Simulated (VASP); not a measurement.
# AlN (P6_3mc) in VASP: a series of runs

The runs below take AlN through phonons, dielectric tensor, with PBEsol.

Everything below comes from runs of VASP 6.6.1. Logs are shortened: lines on timing, memory, paths and dates and some standing lists are left out, and cuts for length are marked.

**The experiment to reproduce.**

“Structural and optical properties of self-assembled AlN nanowires grown on SiO2/Si substrates by molecular beam epitaxy”, 2024, arxiv:2402.00216 quotes, for a bulk crystal of AlN at 0 K: band gap 6.0343 eV (an exciton energy, a little under the gap).

From “Self-assembly of well-separated AlN nanowires directly on sputtered metallic TiN films”, 2019, arxiv:1910.07391, for a bulk crystal of AlN at 10 K: band gap 6.034 eV (an exciton energy, a little under the gap).

How close the calculation comes is told below.

### 1 Starting point

Symmetry: P6_3mc, No. 186, hexagonal system. The conventional cell has a = 3.113 Å, b = 3.113 Å, c = 4.982 Å, α = 90.00°, β = 90.00°, γ = 120.00°. Al (site symmetry 3m) is surrounded by 4 N at 1.89 to 1.90 Å. N (site symmetry 3m) has 4 Al at 1.89 to 1.90 Å as nearest neighbours.

### 2 Phonons, PBEsol

File POSCAR:

```
AlN
1.0
    3.1131018731      0.0000000000      0.0000000000
   -1.5565509365      2.6960253067     -0.0000000000
   -0.0000000000     -0.0000000000      4.9818131029
  Al              N
     2     2
Direct
     0.3333333332999970    0.6666666667000030    0.9989855796421117
     0.6666666667000030    0.3333333332999970    0.4989855796421115
     0.3333333332999970    0.6666666667000030    0.3810144203578910
     0.6666666667000030    0.3333333332999970    0.8810144203578909
```

File INCAR.step1:

```
PREC = Accurate ; ENCUT = 600
EDIFF = 1E-8 ; ISMEAR = 0
SIGMA = 0.03 ; LREAL = F
LASPH = T ; NELM = 80
ALGO = Normal ; ISIF = 3
LWAVE = F ; LCHARG = F
GGA = PS ; PSTRESS = -15.0
IBRION = 2 ; NSW = 40
EDIFFG = -0.002
```

File INCAR.step2:

```
PREC = Accurate ; ENCUT = 600
EDIFF = 1E-8 ; ISMEAR = 0
SIGMA = 0.03 ; LREAL = F
LASPH = T ; NELM = 80
ALGO = Normal ; ISIF = 2
LWAVE = F ; LCHARG = F
GGA = PS ; PSTRESS = -15.0
IBRION = 6 ; NFREE = 2
POTIM = 0.015 ; NSW = 1
```

File KPOINTS:

```
regular mesh
0
Gamma
  12 12 6
```

Potentials or basis: VASP PAW PBE potentials, release 64 (Al, N).

Command:

```bash
$ cat potpaw_PBE.64/Al/POTCAR potpaw_PBE.64/N/POTCAR > POTCAR
$ cp INCAR.step1 INCAR
$ mpirun -np 1 vasp_std > vasp.out
$ cp CONTCAR POSCAR
$ cp INCAR.step2 INCAR
$ mpirun -np 1 vasp_std > vasp.out
```

OUTCAR:

```text
PREC = Accurate
   ENCUT = 600
   EDIFF = 1E-8
   ISMEAR = 0
   LREAL = F
   LASPH = T
   NELM = 80
   ISIF = 2
   GGA = PS
   PSTRESS = -15.0
   IBRION = 6
   NFREE = 2
   POTIM = 0.015
   NSW = 1

 ion  position               nearest neighbor table
   1  0.333  0.667  0.999-   4 1.90   4 1.90   4 1.90   3 1.91   2 3.08   2 3.08   2 3.08   2 3.08
                             2 3.08   2 3.08
   2  0.667  0.333  0.499-   3 1.90   3 1.90   3 1.90   4 1.91   1 3.08   1 3.08   1 3.08   1 3.08
                             1 3.08   1 3.08
   3  0.333  0.667  0.381-   2 1.90   2 1.90   2 1.90   1 1.91
   4  0.667  0.333  0.881-   1 1.90   1 1.90   1 1.90   2 1.91

  LATTYP: Found a hexagonal cell.
 ALAT       =     3.1203085856
 C/A-ratio  =     1.6012787866

  Lattice vectors:

 A1 = (   3.1203085856,  -0.0000000000,   0.0000000000)
 A2 = (  -1.5601542927,   2.7022665028,   0.0000000000)
 A3 = (   0.0000000000,   0.0000000000,   4.9964839456)

Analysis of symmetry for initial positions (statically):
=====================================================================
 Subroutine PRICEL returns:
 Original cell was already a primitive cell.

 Routine SETGRP: Setting up the symmetry group for a
 hexagonal supercell.

 Subroutine GETGRP returns: Found 12 space group operations
 (whereof  6 operations were pure point group operations)
 out of a pool of 24 trial point group operations.

The static configuration has the point symmetry C_3v.
 The point group associated with its full space group is C_6v.

Analysis of symmetry for dynamics (positions and initial velocities):
=====================================================================
 Subroutine PRICEL returns:
 Original cell was already a primitive cell.

 Routine SETGRP: Setting up the symmetry group for a
 hexagonal supercell.

 Subroutine GETGRP returns: Found 12 space group operations
 (whereof  6 operations were pure point group operations)
 out of a pool of 24 trial point group operations.

The dynamic configuration has the point symmetry C_3v.
 The point group associated with its full space group is C_6v.

 Subroutine INISYM returns: Found 12 space group operations
 (whereof  6 operations are pure point group operations),
 and found     1 'primitive' translations

----------------------------------------------------------------------------------------

                                     Primitive cell

  volume of cell :      42.1299

  direct lattice vectors                    reciprocal lattice vectors
     3.120308586 -0.000000000  0.000000000     0.320481123  0.185029863  0.000000000
    -1.560154293  2.702266503  0.000000000     0.000000000  0.370059725  0.000000000
     0.000000000  0.000000000  4.996483946     0.000000000  0.000000000  0.200140741

  length of vectors
     3.120308586  3.120308586  4.996483946     0.370059725  0.370059725  0.200140741

  position of ions in fractional coordinates (direct lattice)
     0.333333333  0.666666667  0.999073887
     0.666666667  0.333333333  0.499073887
     0.333333333  0.666666667  0.380926113
     0.666666667  0.333333333  0.880926113

  ion indices of the primitive-cell ions
   primitive index   ion index
                 1           1
                 2           2
                 3           3
                 4           4

----------------------------------------------------------------------------------------

 KPOINTS: regular mesh

Automatic generation of k-mesh.
 Grid dimensions read from file:
 generate k-points for:   12   12    6

 Generating k-lattice:

[... 71 lines left out ...]
   PSTRESS=  -15.0 pullay stress
   NELECT =      16.0000    total number of electrons
   NUPDOWN=      -1.0000    fix difference up-down
   EMIN   =  10.00;   EMAX   =-10.00  energy-range for DOS
   EFERMI =   0.00;   METHOD = LEGACY
   ISMEAR =     0;   SIGMA  =   0.03  broadening in eV -4-tet -1-fermi 0-gaus
   EFERMI_NEDOS =   21; number of points for ismear=-14 and -15
   IALGO  =     38    algorithm
   IMIX   =      4    mixing-type and parameters
     AMIX     =   0.40;   BMIX     =  1.00
     AMIX_MAG =   1.60;   BMIX_MAG =  1.00
  volume/ion in A,a.u.               =      10.53        71.08
  Fermi-wavevector in a.u.,A,eV,Ry     =   1.185545  2.240355 19.123223  1.405517
  Thomas-Fermi vector in A             =   2.321737
   LORBIT       =      0    0 simple, 1 ext, 2 COOP (PROOUT), +10 PAW based schemes
   GGA     = PS    functional components
   LHFCALC =     F    Hartree Fock is set to
   AEXX    =    0.0000 exact exchange contribution
   IVDW    =     0    specifies the selected vdW correction
   LEPSILON=     F    determine dielectric tensor
   LRPA    =     F    only Hartree local field effects (RPA)
 finite differences with symmetry
 non-spin polarized calculation
 Gauss-broadening in eV      SIGMA  =   0.03
  energy-cutoff  :      600.00
  volume of cell :       42.13
 maximum number of plane-waves:      1424
 NGX is ok and might be reduce to    28
   NGX = 13   NGY = 13   NGZ = 19

--------------------------------------- Ionic step        1  -------------------------------------------

 number of electron      15.9999999 magnetization

 Free energy of the ion-electron system (eV)
  ---------------------------------------------------
  ext. energy  EPLUGINS =         0.00000000
  ---------------------------------------------------
  free energy    TOTEN  =       -31.31463743 eV

  energy without entropy =      -31.31463743  energy(sigma->0) =      -31.31463743

------------------------ aborting loop because EDIFF is reached ----------------------------------------

  FORCE on cell =-STRESS in cart. coord.  units (eV):
  Direction    XX          YY          ZZ          XY          YZ          ZX
  --------------------------------------------------------------------------------------
  -------------------------------------------------------------------------------------
  Total       -0.3942756     -0.3942756     -0.3960358     -0.0000000      0.0000000     -0.0000000
  in kB      -14.9940943    -14.9940943    -15.0610333     -0.0000000      0.0000000     -0.0000000
  external PRESSURE =      -0.0164073 kB  Pullay stress =     -15.0000000 kB
[... 307 lines left out ...]
--------------------------------------- Ionic step        9  -------------------------------------------

 number of electron      16.0000000 magnetization

 Free energy of the ion-electron system (eV)
  ---------------------------------------------------
  ext. energy  EPLUGINS =         0.00000000
  ---------------------------------------------------
  free energy    TOTEN  =       -31.31244729 eV

  energy without entropy =      -31.31244729  energy(sigma->0) =      -31.31244729

 E-fermi :   6.1207     XC(G=0): -11.0699

 val. band max:        5.9576345673   @ k =   0.0000   0.0000   0.0000
 cond. band min:      10.0350674894   @ k =   0.0000   0.0000   0.0000
 fundamental gap:      4.0774329221
 Fermi energy:         6.1206851008

 k-point     1 :       0.0000    0.0000    0.0000
  band No.  band energies     occupation
      1      -9.1356      2.00000
      2      -6.9778      2.00000
      3      -0.0447      2.00000
      4       5.1233      2.00000
      5       5.1233      2.00000
      6       5.7751      2.00000
      7       5.7751      2.00000
      8       5.9576      2.00000
      9      10.0351      0.00000
     10      12.4732      0.00000
     11      16.3988      0.00000
     12      16.9631      0.00000
[... 331 lines left out ...]
 k-point    24 :       0.3333    0.0000    0.1667
  band No.  band energies     occupation
      1      -7.8084      2.00000
      2      -6.5689      2.00000
      3       1.0454      2.00000
      4       2.0178      2.00000
      5       2.6406      2.00000
      6       4.2093      2.00000
      7       5.1647      2.00000
      8       5.3288      2.00000
      9      11.6497      0.00000
     10      12.4751      0.00000
     11      14.3701      0.00000
     12      15.9452      0.00000

 [... further k-points ...]
[... 5 lines left out ...]
  --------------------------------------------------------------------------------------
  -------------------------------------------------------------------------------------
  Total       -0.4739120     -0.4739120     -0.2075590     -0.0000000      0.0000000      0.0000000
  in kB      -18.0226253    -18.0226253     -7.8933589     -0.0000000      0.0000000      0.0000000
  external PRESSURE =       0.3537968 kB  Pullay stress =     -15.0000000 kB
[... 23 lines left out ...]
  energy  without entropy=      -31.3124472879  energy(sigma->0) =      -31.31244729

  enthalpy is  TOTEN    =       -31.7068781573 eV   P V=       -0.3944308694

 INTERNAL STRAIN TENSORS FROM DISPLACED ATOMS
 ============================================

 INTERNAL STRAIN TENSOR FOR ION    1 for displacements in x,y,z  (eV/Angst):
          X           Y           Z          XY          YZ          ZX
  --------------------------------------------------------------------------------
  x    -0.00000     0.00000     0.00000    -8.74253    -0.00000    -5.20164
  y    -8.74253     8.74253    -0.00000     0.00000    -5.20164    -0.00000
  z    -5.39161    -5.39161    11.97617    -0.00000     0.00000    -0.00000

 INTERNAL STRAIN TENSOR FOR ION    4 for displacements in x,y,z  (eV/Angst):
          X           Y           Z          XY          YZ          ZX
  --------------------------------------------------------------------------------
  x     0.00000    -0.00000     0.00000    10.30956     0.00000     5.19875
  y    10.30956   -10.30956     0.00000    -0.00000     5.19875     0.00000
  z     5.39664     5.39664   -11.96970     0.00000     0.00000     0.00000

 Eigenvectors and eigenvalues of the dynamical matrix
 ----------------------------------------------------

   1 f  =   21.276103 THz   133.681697 2PiTHz  709.694402 cm-1    87.990852 meV
             X         Y         Z           dx          dy          dz
     -0.000000  1.801511  4.991857     0.000000    0.000000    0.001121
      1.560154  0.900756  2.493615     0.000000   -0.000000   -0.001121
     -0.000000  1.801511  1.903291    -0.000000   -0.000000   -0.707106
      1.560154  0.900756  4.401533    -0.000000   -0.000000    0.707106
[... 71 lines left out ...]
  12 f/i=    0.000284 THz     0.001784 2PiTHz    0.009473 cm-1     0.001175 meV
             X         Y         Z           dx          dy          dz
     -0.000000  1.801511  4.991857     0.000000    0.000000    0.573737
      1.560154  0.900756  2.493615     0.000000    0.000000    0.573737
     -0.000000  1.801511  1.903291     0.000000    0.000000    0.413311
      1.560154  0.900756  4.401533     0.000000    0.000000    0.413311

 ELASTIC MODULI CONTR FROM IONIC RELAXATION (kBar)
 Direction    XX          YY          ZZ          XY          YZ          ZX
 --------------------------------------------------------------------------------
 XX        -695.2066    336.1762    398.4564     -0.0000     -0.0000     -0.0000
 YY         336.1762   -695.2066    398.4564     -0.0000      0.0000      0.0000
 ZZ         398.4564    398.4564   -884.4238      0.0000     -0.0000      0.0000
 XY          -0.0000     -0.0000      0.0000   -515.6914      0.0000      0.0000
 YZ          -0.0000      0.0000     -0.0000      0.0000   -139.6586     -0.0000
 ZX          -0.0000      0.0000      0.0000      0.0000     -0.0000   -139.6586
 --------------------------------------------------------------------------------
```

Run time: 9.4 min. Hardware: 1 thread of AMD EPYC 9R45 (Zen 5), shared host; peak memory 0.48 GiB.

Results:

```
Relaxed volume                                          : 10.53 Å³/atom
Relaxed cell                                            : a = 3.120 Å, b = 3.120 Å, c = 4.996 Å, α = 90.00°, β = 90.00°, γ = 120.00°
Space group after relaxing (to 0.05 Å)                  : P6_3mc (No. 186)
Highest phonon frequency at Γ, LO-TO splitting left out : 710 cm⁻¹
```

The path:
```tsv
step	energy change (eV)	largest force (eV/Å)	pressure (GPa)	volume (Å³)
1	0.0000	0.0006	0.00	41.81
2	0.0053	0.0061	-2.79	42.41
3	0.0015	0.0036	-1.50	42.13
4	0.0015	0.0036	-1.53	42.13
5	0.0015	0.0036	-1.53	42.14
6	0.0016	0.0036	-1.53	42.14
7	0.0014	0.0027	-1.47	42.12
8	0.0015	0.0000	-1.50	42.13
```

Final structure:
```
CELL_PARAMETERS angstrom
3.12031 0.00000 0.00000
-1.56015 2.70227 0.00000
0.00000 0.00000 4.99648
ATOMIC_POSITIONS crystal
Al 0.33333 0.66667 0.99907
Al 0.66667 0.33333 0.49907
N 0.33333 0.66667 0.38093
N 0.66667 0.33333 0.88093
```

Phonon frequencies in cm⁻¹ (negative: imaginary):
| q point | frequencies |
| --- | --- |
| (0.000, 0.000, 0.000) | 0 0 0 236 236 539 603 648 648 659 659 710 |

Caveat: the PAW data sets were made with another functional, which shifts forces and pressure a little.

(Part 1 of 3 ends here.)
